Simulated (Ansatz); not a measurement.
**FePt (Tetraferroplatinum) under changes of volume**

One of the cells (13.796 Å³/atom); the others are scaled copies at fixed shape and fractional positions:

```
Pt Fe
1.0
     2.72350    0.00000    0.00000
     0.00000    2.72350    0.00000
     0.00000    0.00000    3.72000
Pt Fe
1 1
Direct
  0.50000 0.50000 0.50000
  0.00000 0.00000 0.00000
```

```yaml
Program: Ansatz 0.2.0
Functional: LDA
Potentials_or_basis: JTH PAW LDA
Cutoff: 1320 eV
Density_cutoff: 6600 eV
k_mesh: 10 × 10 × 7
Occupations: fermi-dirac, width 0.05 eV
Spin: collinear spin, ferromagnetic start
Starting_moments: "[0.0, 3.0] μB"
```

| volume (Å³/atom) | energy over the lowest point (meV/atom) | pressure (GPa) | moment (μB per cell) |
| --- | --- | --- | --- |
| 12.969 | 0.00 | 1.8 | 3.16 |
| 13.245 | 1.46 | -3.6 | 3.18 |
| 13.521 | 11.87 | -8.4 | 3.20 |
| 13.796 | 30.10 | -12.6 | 3.23 |
| 14.072 | 55.08 | -16.2 | 3.26 |
| 14.348 | 85.86 | -19.3 | 3.29 |
| 14.624 | ? | ? | ? |

Problem. What does the run at 14.624 Å³/atom give?

Solution. Energy over the lowest point 121.64 meV/atom; pressure -22.1 GPa; moment 3.33 μB per cell.

Worked out: A Birch-Murnaghan fit of order 3 (a polynomial in V^(-2/3)) to the other rows has its minimum at 13.07 Å³/atom with B0 = V·E''(V) = 272 GPa and B' = 5.8 at fixed shape and positions, which overstates the stiffness. It gives 121.64 meV/atom at 14.624 Å³/atom, against the run's 121.64, and -dE/dV = -22.1 GPa, against -22.1. A straight line through the other rows of the moment, of slope 0.0953 μB per Å³/atom, extrapolates to 3.31 μB, against the run's 3.33.

Energies are extrapolated to zero smearing.
